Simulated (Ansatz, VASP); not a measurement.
# Pb in VASP and in Ansatz

The input INCAR:

```
SYSTEM = Pb
PREC     = Accurate       ! precision mode
ENCUT    = 520            ! plane-wave cutoff, eV
EDIFF    = 1E-6           ! SCF threshold, eV
ISMEAR   = -1             ! smearing method
SIGMA    = 0.05           ! smearing width, eV
LREAL    = .False.        ! projectors in reciprocal space
LASPH    = .True.         ! aspherical terms in the spheres
NELM     = 60             ! most SCF steps
ALGO     = Fast           ! electronic algorithm
ISIF     = 2              ! what is computed and relaxed
LWAVE    = .False.        ! write WAVECAR
LCHARG   = .False.        ! write CHGCAR
GGA      = B5             ! functional
ALDAX    = 1.0          
AGGAX    = 1.0          
AGGAC    = 1.0          
ALDAC    = 0.0          
NBANDS   = 21             ! bands
```

Contents of KPOINTS:

```
Automatic mesh
0
Gamma
  7 7 7
  0 0 0
```

The input POSCAR:

```
Pb
1.0
    0.0000000000      3.4390000555      3.4390000555
    3.4390000555      0.0000000000      3.4390000555
    3.4390000555      3.4390000555      0.0000000000
Pb
2
Direct
    0.2500000000      0.2500000000      0.2500000000
    0.0000000000      0.0000000000      0.0000000000
```

Contents of input.yaml:

```yaml
crystal:
  lattice:
    - [0.0, 3.4390000555, 3.4390000555]
    - [3.4390000555, 0.0, 3.4390000555]
    - [3.4390000555, 3.4390000555, 0.0]
  atoms:
    - { symbol: Pb, position: [0.25, 0.25, 0.25] }
    - { symbol: Pb, position: [0.0, 0.0, 0.0] }
kpoints:
  mp_grid: { grid: [7, 7, 7] }
  band_path:
    path:
      - [0.0, 0.0, 0.0]
      - [0.5, 0.0, 0.5]
      - [0.5, 0.25, 0.75]
      - [0.375, 0.375, 0.75]
      - [0.0, 0.0, 0.0]
      - [0.5, 0.5, 0.5]
      - [0.625, 0.25, 0.625]
      - [0.5, 0.25, 0.75]
    npoints: 10
scf:
  occupations: { method: fermi_dirac, width: 0.05 }
hamiltonian:
  xc: blyp
  pseudopotentials: { kind: all_electron, lapw: { basis_error: 0.001 } }
output:
  forces: true
  stress: true
  eigenvalues: true
```

Alike in both runs: functional BLYP; k mesh 7 × 7 × 7; occupations fermi-dirac, width 0.05 eV; no spin polarisation.

```csv
,VASP,Ansatz
version,VASP 6.6.1,Ansatz 0.2.0
potentials or method,"VASP PAW PBE potentials, release 64 (Pb_d)","all-electron LAPW, scalar-relativistic"
plane-wave cutoff (eV),520,see its input
task,single point,band structure
```

|  | VASP | Ansatz | Ansatz less VASP |
| --- | --- | --- | --- |
| gap on the k mesh at the Fermi level (eV) | none | none | - |
| pressure (GPa) | 4.7 | 4.6 | -0.10 |

A gap of «none» marks a metal or a gap that the smearing closes. Ansatz ran all-electron here, so the differences hold the error of VASP's frozen core and of both bases.

Caveats: the PAW data sets were made with another functional, which shifts forces and pressure a little (VASP); spin-orbit coupling is left out, which moves the levels of the heavy elements (Ansatz). The runs have no spin-orbit coupling, so splittings on Pb are missing.
